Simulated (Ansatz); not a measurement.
# SnO2: the cost of one run

Method: DFT PBE, scalar-relativistic, plane waves, PAW, in Ansatz 0.2.0.

### 1 The system as given

The structure is tetragonal, space group P4_2/mnm (No. 136). The conventional cell has a = 4.737 Å, b = 4.737 Å, c = 3.186 Å, α = 90.00°, β = 90.00°, γ = 90.00°. Sn (site symmetry mmm) is surrounded by 6 O at 2.05 to 2.06 Å. O (site symmetry m2m) is surrounded by 3 Sn at 2.05 to 2.06 Å.

Structure file:

```
CELL_PARAMETERS angstrom
0.00000 -4.73735 3.18640
-4.73735 0.00000 3.18640
-4.73735 -4.73735 -3.18640
ATOMIC_POSITIONS crystal
Sn 0.33333 0.33333 0.66667
Sn 0.66667 0.66667 0.33333
Sn 0.00000 0.00000 0.00000
Sn 0.33333 0.33333 0.16667
Sn 0.66667 0.66667 0.83333
Sn 0.00000 0.00000 0.50000
O 0.23146 0.23146 0.46292
O 0.56479 0.56479 0.12959
O 0.89813 0.89813 0.79625
O 0.02771 0.63895 0.16667
O 0.36105 0.97229 0.83333
O 0.69438 0.30562 0.50000
O 0.10187 0.10187 0.20375
O 0.43521 0.43521 0.87041
O 0.76854 0.76854 0.53708
O 0.63895 0.02771 0.16667
O 0.97229 0.36105 0.83333
O 0.30562 0.69438 0.50000
```

No relaxation comes first: the listed cell is the starting point.

### 2 The perfect supercell on the trajectory's mesh

input.yaml reads:

```yaml
crystal:
  lattice:
    - [0.0, -4.73735, 3.1864]
    - [-4.73735, 0.0, 3.1864]
    - [-4.73735, -4.73735, -3.1864]
  atoms:
    - { symbol: Sn, position: [0.3333333333, 0.3333333333, 0.6666666667] }
    - { symbol: Sn, position: [0.6666666667, 0.6666666667, 0.3333333333] }
    - { symbol: Sn, position: [0.0, 0.0, 0.0] }
    - { symbol: Sn, position: [0.3333333333, 0.3333333333, 0.1666666667] }
    - { symbol: Sn, position: [0.6666666667, 0.6666666667, 0.8333333333] }
    - { symbol: Sn, position: [1.0, 1.0, 0.5] }
    - { symbol: O, position: [0.23146, 0.23146, 0.46292] }
    - { symbol: O, position: [0.5647933333, 0.5647933333, 0.1295866667] }
    - { symbol: O, position: [0.8981266667, 0.8981266667, 0.7962533333] }
    - { symbol: O, position: [0.0277133333, 0.6389533333, 0.1666666667] }
    - { symbol: O, position: [0.3610466667, 0.9722866667, 0.8333333333] }
    - { symbol: O, position: [0.69438, 0.30562, 0.5] }
    - { symbol: O, position: [0.1018733333, 0.1018733333, 0.2037466667] }
    - { symbol: O, position: [0.4352066667, 0.4352066667, 0.8704133333] }
    - { symbol: O, position: [0.76854, 0.76854, 0.53708] }
    - { symbol: O, position: [0.6389533333, 0.0277133333, 0.1666666667] }
    - { symbol: O, position: [0.9722866667, 0.3610466667, 0.8333333333] }
    - { symbol: O, position: [0.30562, 0.69438, 0.5] }
  symmetry: { detect: false }
basis:
  ecutwfc: 420
kpoints:
  mp_grid: { grid: [2, 2, 2], shift: [0.5, 0.5, 0.5] }
hamiltonian:
  xc: pbe
scf:
  occupations: { method: gaussian, width: 0.1 }
output:
  forces: true
  stress: true
  eigenvalues: true
```

The run is started by

```sh
$ ansatz run input.yaml --threads 4 --pin off --max-ram 5120MiB --backend cpu --events-out ev --progress --plain --runs-dir out
```

**Question.** How long does this run take on 4 threads of an x86-64 CPU, shared host, and how much memory does it need?

About 2.2 s, with a peak of 0.66 GiB.
